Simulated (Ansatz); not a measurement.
Two isomers of C4H6O2: A = `CC(=O)/C=C\O`, B = `O=C1CCCO1`.

Isolated molecules relaxed with PBE0-D4/def2-TZVP in Ansatz; ΔE leaves out vibrations. CCSD(T)/CBS is the MP2 limit (def2-TZVPP, def2-QZVPP) plus CCSD(T) − MP2 in def2-TZVPP, frozen cores. Functionals use def2-TZVPP. B3LYP here is the variant with VWN-RPA as its local correlation; programs differ in this. One conformer a species, not always the lowest.

(1) Which is lower in electronic energy at CCSD(T)/CBS, and by how much? (An estimate is asked.)

(2) Give E(B) − E(A) in kJ/mol with r2SCAN-D4, BLYP-D4, CCSD(T)/def2-SVP, MP2/def2-TZVPP, LDA (SPW92), B3LYP, B3LYP-D4. (An estimate is asked.)

(3) Does the order hold for the free energy at 298.15 K (harmonic terms from PBE0-D4)? (An estimate is asked.)

Largest T1 diagnostic: 0.017.

Results:

(1) Ansatz gave: B, by 45.5 kJ/mol.

(2) The calculation gave: r2SCAN-D4 -33.3, BLYP-D4 -12.7, CCSD(T)/def2-SVP -49.8, MP2/def2-TZVPP -48.9, LDA (SPW92) -33.2, B3LYP -26.7, B3LYP-D4 -27.8. None reverses the order clearly.

(3) Ansatz gave: Yes: G(B) − G(A) = -30.8 kJ/mol, for one conformer each. Modes under 60 cm⁻¹, often nearly free rotors, make the harmonic entropy too high.

In def2-TZVPP, CCSD(T) changes the Hartree–Fock value by +12.5 kJ/mol (the triples alone add +7.3 kJ/mol) and MP2 by +12.1 kJ/mol. At CCSD(T), def2-SVP lies −4.4 kJ/mol from the extrapolated value and def2-TZVPP −3.0 kJ/mol.
